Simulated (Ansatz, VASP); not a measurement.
**Os: programs and potentials compared**

```
Os
1.0
     2.73410    0.00000    0.00000
    -1.36705    2.36780    0.00000
     0.00000    0.00000    4.31970
Os
2
Cartesian
  1.3671 0.7893 3.2398
  0.0000 1.5785 1.0799
```

Alike in all runs: task single point; functional PBE; k mesh 11 × 11 × 6; occupations gaussian, width 0.016 eV; no spin polarisation; no spin-orbit coupling. Pressure is positive in compression and, in plane waves, holds the error of the finite cutoff, which Ansatz's Pulay term estimates and takes out.

```tsv
program and potentials	plane-wave cutoff (eV)	notes	pressure (GPa)
Ansatz, Ansatz PAW	420	16 valence electrons an atom on average; Pulay term of +0.09 GPa included	8.76
VASP, PBE PAW files Os, 520 eV	520	8 valence electrons an atom on average	8.80
Ansatz, all-electron LAPW, scalar-relativistic	-	-	?
```

Question: Estimate from the other rows what the run with Ansatz, all-electron LAPW, scalar-relativistic gave.

Answer: Pressure 8.74 GPa. The other rows, which needn't bracket it: pressure 8.76 to 8.80.
